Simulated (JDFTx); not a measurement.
# P (Cmce) in JDFTx: further runs

The runs below take P through band structure, with PBE, PBEsol.

Everything below comes from runs of JDFTx 1.7.0 (patched build). Logs are shortened: lines on timing, memory, paths and dates and some standing lists are left out, and cuts for length are marked. The log counts tension as positive stress, the text compression.

## (1) The crystal as given

The structure is orthorhombic, space group Cmce (No. 64). The conventional cell has a = 3.295 Å, b = 10.930 Å, c = 4.544 Å, α = 90.00°, β = 90.00°, γ = 90.00°. P (site symmetry m) is surrounded by 3 P at 2.20 to 2.25 Å.

## (2) Band structure, PBE

bands.in

```
include P.lattice
coords-type Lattice
include P.ionpos

ion-species pseudo/P.upf
elec-cutoff 22 176
elec-ex-corr gga-PBE
elec-smearing Fermi 0.0018374661
elec-n-bands 16
electronic-minimize nIterations 30 energyDiffThreshold 1e-06
davidson-band-ratio 1.3
forces-output-coords Cartesian
include path.kpoints
symmetries none
fix-electron-density run.$VAR

dump-name bands.$VAR
dump End Ecomponents EigStats BandEigs Kpoints Forces
```

P.lattice

```
lattice \
    3.1137832283     3.1137832283     0.0000000000 \
  -10.3274245612    10.3274245612     0.0000000000 \
    0.0000000000     0.0000000000     8.5862268752
```

P.ionpos

```
ion P      0.9041431300     0.0958568700     0.5888151700 1
ion P      0.0958568700     0.9041431300     0.4111848300 1
ion P      0.5958568700     0.4041431300     0.0888151700 1
ion P      0.4041431300     0.5958568700     0.9111848300 1
```

path.kpoints

```
kpoint +0.0000000000 +0.0000000000 +0.0000000000 0.020000000000
kpoint +0.0545453015 +0.0545453015 +0.0000000000 0.020000000000
kpoint +0.1090906029 +0.1090906029 +0.0000000000 0.020000000000
kpoint +0.1636359044 +0.1636359044 +0.0000000000 0.020000000000
kpoint +0.2181812058 +0.2181812058 +0.0000000000 0.020000000000
kpoint +0.2727265073 +0.2727265073 +0.0000000000 0.020000000000
kpoint +0.0000000000 +0.5000000000 +0.0000000000 0.020000000000
kpoint +0.0000000000 +0.5000000000 +0.1666666667 0.020000000000
kpoint +0.0000000000 +0.5000000000 +0.3333333333 0.020000000000
kpoint +0.0000000000 +0.5000000000 +0.5000000000 0.020000000000
kpoint +0.2727265073 +0.2727265073 +0.5000000000 0.020000000000
kpoint +0.2272720894 +0.2272720894 +0.5000000000 0.020000000000
kpoint +0.1818176715 +0.1818176715 +0.5000000000 0.020000000000
kpoint +0.1363632536 +0.1363632536 +0.5000000000 0.020000000000
kpoint +0.0909088358 +0.0909088358 +0.5000000000 0.020000000000
kpoint +0.0454544179 +0.0454544179 +0.5000000000 0.020000000000
kpoint +0.0000000000 +0.0000000000 +0.5000000000 0.020000000000
kpoint +0.0000000000 +0.0000000000 +0.3750000000 0.020000000000
kpoint +0.0000000000 +0.0000000000 +0.2500000000 0.020000000000
kpoint +0.0000000000 +0.0000000000 +0.1250000000 0.020000000000
kpoint +0.0000000000 +0.0000000000 +0.0000000000 0.020000000000
kpoint -0.1666666667 +0.1666666667 +0.0000000000 0.020000000000
kpoint -0.3333333333 +0.3333333333 +0.0000000000 0.020000000000
kpoint -0.5000000000 +0.5000000000 +0.0000000000 0.020000000000
kpoint -0.4545453015 +0.5454546985 +0.0000000000 0.020000000000
kpoint -0.4090906029 +0.5909093971 +0.0000000000 0.020000000000
kpoint -0.3636359044 +0.6363640956 +0.0000000000 0.020000000000
kpoint -0.3181812058 +0.6818187942 +0.0000000000 0.020000000000
kpoint -0.2727265073 +0.7272734927 +0.0000000000 0.020000000000
kpoint -0.2727265073 +0.7272734927 +0.1250000000 0.020000000000
kpoint -0.2727265073 +0.7272734927 +0.2500000000 0.020000000000
kpoint -0.2727265073 +0.7272734927 +0.3750000000 0.020000000000
kpoint -0.2727265073 +0.7272734927 +0.5000000000 0.020000000000
kpoint -0.3106054227 +0.6893945773 +0.5000000000 0.020000000000
kpoint -0.3484843382 +0.6515156618 +0.5000000000 0.020000000000
kpoint -0.3863632536 +0.6136367464 +0.5000000000 0.020000000000
kpoint -0.4242421691 +0.5757578309 +0.5000000000 0.020000000000
kpoint -0.4621210845 +0.5378789155 +0.5000000000 0.020000000000
kpoint -0.5000000000 +0.5000000000 +0.5000000000 0.020000000000
kpoint -0.5000000000 +0.5000000000 +0.4166666667 0.020000000000
kpoint -0.5000000000 +0.5000000000 +0.3333333333 0.020000000000
kpoint -0.5000000000 +0.5000000000 +0.2500000000 0.020000000000
kpoint -0.5000000000 +0.5000000000 +0.1666666667 0.020000000000
kpoint -0.5000000000 +0.5000000000 +0.0833333333 0.020000000000
kpoint -0.5000000000 +0.5000000000 +0.0000000000 0.020000000000
kpoint +0.0000000000 +0.0000000000 +0.5000000000 0.020000000000
kpoint -0.1250000000 +0.1250000000 +0.5000000000 0.020000000000
kpoint -0.2500000000 +0.2500000000 +0.5000000000 0.020000000000
kpoint -0.3750000000 +0.3750000000 +0.5000000000 0.020000000000
kpoint -0.5000000000 +0.5000000000 +0.5000000000 0.020000000000
```

Potentials or basis: PseudoDojo-SR-PBE-0.5-standard with smoothed tails.

On the command line:

```bash
$ jdftx -c 1 -i bands.in -o bands.out
```

Log:

```text
*************** JDFTx 1.7.0 (patched build) ***************

Input parsed successfully to the following command list (including defaults):
[... the input with its defaults ...]

---------- Initializing the Grid ----------
R =
[      3.11378      3.11378            0  ]
[     -10.3274      10.3274            0  ]
[            0            0      8.58623  ]
unit cell volume = 552.221
G =
[    1.00893  -0.304199          0  ]
[    1.00893   0.304199         -0  ]
[         -0          0   0.731775  ]
Minimum fftbox size, Smin = [  68  68  52  ]
Chosen fftbox size, S = [  70  70  54  ]

---------- Initializing tighter grid for wavefunction operations ----------
R =
[      3.11378      3.11378            0  ]
[     -10.3274      10.3274            0  ]
[            0            0      8.58623  ]
unit cell volume = 552.221
G =
[    1.00893  -0.304199          0  ]
[    1.00893   0.304199         -0  ]
[         -0          0   0.731775  ]
Minimum fftbox size, Smin = [  48  48  40  ]
Chosen fftbox size, S = [  48  48  40  ]

---------- Exchange Correlation functional ----------
Initalized PBE GGA exchange.
Initalized PBE GGA correlation.

---------- Setting up pseudopotentials ----------
Width of ionic core gaussian charges (only for fluid interactions / plotting) set to 0

Reading pseudopotential file 'pseudo/P.upf':
  'P' pseudopotential, 'PBE' functional
  Generated using ONCVPSP code by D. R. Hamann
  5 valence electrons, 2 orbitals, 6 projectors, 1001 radial grid points, with lMax = 2
    3S    l: 0   occupation:  2.0   eigenvalue: -0.513364
    3P    l: 1   occupation:  3.0   eigenvalue: -0.202372
  Core radius for overlap checks: 1.66 bohrs.

Initialized 1 species with 4 total atoms.

Folded 50 k-points by 1x1x1 to 50 k-points.

---------- Setting up k-points, bands, fillings ----------
No reducable k-points.
Computing the number of bands and number of electrons
Calculating initial fillings.
nElectrons:  20.000000   nBands: 16   nStates: 50

----- Setting up reduced wavefunction bases (one per k-point) -----
average nbasis = 2723.580 , ideal nbasis = 2721.703

---------- Setting up ewald sum ----------
Optimum gaussian width for ewald sums = 2.597792 bohr.
Real space sum over 1521 unit cells with max indices [  6  6  4  ]
Reciprocal space sum over 3757 terms with max indices [  8  8  6  ]

---------- Allocating electronic variables ----------
Reading n from file 'run.n' ... done
Initializing wave functions:  linear combination of atomic orbitals

----------- Band structure minimization -------------
Minimization will be done independently for each quantum number.

---- Minimization of quantum number:     0  [ +0.0000000 +0.0000000 +0.0000000 ]  0.040000000 ----
BandDavidson: Iter:   0  Eband: +0.108911587214806
BandDavidson: Iter:   1  Eband: +0.094930275073356  dEband: -1.398131e-02
BandDavidson: Iter:   2  Eband: +0.091508562582878  dEband: -3.421712e-03
BandDavidson: Iter:   3  Eband: +0.090574084241317  dEband: -9.344783e-04
[... 865 lines of inner loops ...]
BandDavidson: Iter:  11  Eband: +0.087371466936689  dEband: -1.890112e-06
BandDavidson: Iter:  12  Eband: +0.087370508516180  dEband: -9.584205e-07
BandDavidson: Converged (dEband<1.000000e-06)
	FillingsUpdate:  mu: +0.253724782  nElectrons: 20.000000
WARNING: these k-points are no uniform mesh, so that mu and the fillings of partly filled bands are only those of these points: take mu from the calculation that made the density or potential.

Dumping 'bands.eigStats' ...
	eMin: -0.330793 at state 20 ( [ +0.000000 +0.000000 +0.000000 ] spin 0 )
	HOMO: +0.251997 at state 23 ( [ +0.500000 +0.500000 +0.000000 ] spin 0 )
	mu  : +0.253725
	LUMO: +0.255447 at state 23 ( [ +0.500000 +0.500000 +0.000000 ] spin 0 )
	eMax: +0.479825 at state 20 ( [ +0.000000 +0.000000 +0.000000 ] spin 0 )
	HOMO-LUMO gap: +0.003450
	Optical gap  : +0.003450 at state 23 ( [ +0.500000 +0.500000 +0.000000 ] spin 0 )
Done!
[note: mu, HOMO and LUMO in a band run belong to the points of the path alone and aren't those of the crystal]
```

Wall time 25 s (1 thread of Intel Xeon 6975P-C (Granite Rapids), shared host); peak memory 0.12 GiB.

What came out:

```
Band gap along the path : 0.09 eV, direct
```

Levels at the corners of the path, in eV from the valence-band top:
| point | band 6 | band 7 | band 8 | band 9 | band 10 | band 11 | band 12 | band 13 | band 14 |
| --- | --- | --- | --- | --- | --- | --- | --- | --- | --- |
| Γ | -4.91 | -4.11 | -2.80 | -2.61 | -1.23 | 0.54 | 0.97 | 1.84 | 2.78 |
| X | -5.42 | -3.67 | -3.41 | -2.68 | -2.46 | 0.65 | 0.79 | 1.26 | 1.93 |
| S | -5.63 | -3.41 | -3.41 | -2.67 | -2.67 | 0.63 | 0.63 | 1.45 | 1.45 |
| R | -5.70 | -5.33 | -5.33 | -1.83 | -1.83 | 1.62 | 1.62 | 3.38 | 3.38 |
| A | -6.14 | -4.81 | -4.81 | -1.74 | -1.74 | 1.71 | 1.71 | 3.25 | 3.25 |
| Z | -4.41 | -3.32 | -3.32 | -1.69 | -1.69 | 1.38 | 1.38 | 2.86 | 2.86 |
| Γ | -4.91 | -4.11 | -2.80 | -2.61 | -1.23 | 0.54 | 0.97 | 1.84 | 2.78 |
| Y | -5.52 | -4.20 | -2.45 | -1.59 | 0.00 | 0.09 | 0.74 | 2.06 | 2.67 |
| X1 | -5.42 | -3.67 | -3.41 | -2.68 | -2.46 | 0.65 | 0.79 | 1.26 | 1.93 |
| A1 | -6.14 | -4.81 | -4.81 | -1.74 | -1.74 | 1.71 | 1.71 | 3.25 | 3.25 |
| T | -3.34 | -2.81 | -2.81 | -2.00 | -2.00 | 1.36 | 1.36 | 2.54 | 2.54 |
| Y | -5.52 | -4.20 | -2.45 | -1.59 | 0.00 | 0.09 | 0.74 | 2.06 | 2.67 |
| Z | -4.41 | -3.32 | -3.32 | -1.69 | -1.69 | 1.38 | 1.38 | 2.86 | 2.86 |
| T | -3.34 | -2.81 | -2.81 | -2.00 | -2.00 | 1.36 | 1.36 | 2.54 | 2.54 |

## (3) Band structure, PBEsol

Edit bands.in of step 2 so:

```diff
@@ -6,3 +6,3 @@
 elec-cutoff 22 176
-elec-ex-corr gga-PBE
+elec-ex-corr gga-PBEsol
 elec-smearing Fermi 0.0018374661
```

P.lattice is that of step 2.

P.ionpos is that of step 2.

path.kpoints is that of step 2.

Potentials or basis: PseudoDojo-SR-PBEsol-0.4.1-standard with smoothed tails.

On the command line:

```bash
$ jdftx -c 1 -i bands.in -o bands.out
```

Run time: 25 s. Hardware: 1 thread of Intel Xeon 6975P-C (Granite Rapids), shared host; peak memory 0.12 GiB.

The run converged. Its results:

* Band gap along the path: none (metal or under the smearing width)

Levels at the corners of the path, in eV from the Fermi level:
| point | band 7 | band 8 | band 9 | band 10 | band 11 | band 12 | band 13 | band 14 |
| --- | --- | --- | --- | --- | --- | --- | --- | --- |
| Γ | -4.12 | -2.86 | -2.62 | -1.25 | 0.47 | 0.87 | 1.77 | 2.75 |
| X | -3.71 | -3.42 | -2.72 | -2.50 | 0.57 | 0.68 | 1.18 | 1.83 |
| S | -3.43 | -3.43 | -2.70 | -2.70 | 0.53 | 0.53 | 1.35 | 1.35 |
| R | -5.37 | -5.37 | -1.84 | -1.84 | 1.53 | 1.53 | 3.33 | 3.33 |
| A | -4.85 | -4.85 | -1.76 | -1.76 | 1.63 | 1.63 | 3.19 | 3.19 |
| Z | -3.33 | -3.33 | -1.70 | -1.70 | 1.31 | 1.31 | 2.82 | 2.82 |
| Γ | -4.12 | -2.86 | -2.62 | -1.25 | 0.47 | 0.87 | 1.77 | 2.75 |
| Y | -4.22 | -2.46 | -1.62 | 0.00 | 0.00 | 0.64 | 1.99 | 2.64 |
| X1 | -3.71 | -3.42 | -2.72 | -2.50 | 0.57 | 0.68 | 1.18 | 1.83 |
| A1 | -4.85 | -4.85 | -1.76 | -1.76 | 1.63 | 1.63 | 3.19 | 3.19 |
| T | -2.82 | -2.82 | -2.03 | -2.03 | 1.29 | 1.29 | 2.45 | 2.45 |
| Y | -4.22 | -2.46 | -1.62 | 0.00 | 0.00 | 0.64 | 1.99 | 2.64 |
| Z | -3.33 | -3.33 | -1.70 | -1.70 | 1.31 | 1.31 | 2.82 | 2.82 |
| T | -2.82 | -2.82 | -2.03 | -2.03 | 1.29 | 1.29 | 2.45 | 2.45 |
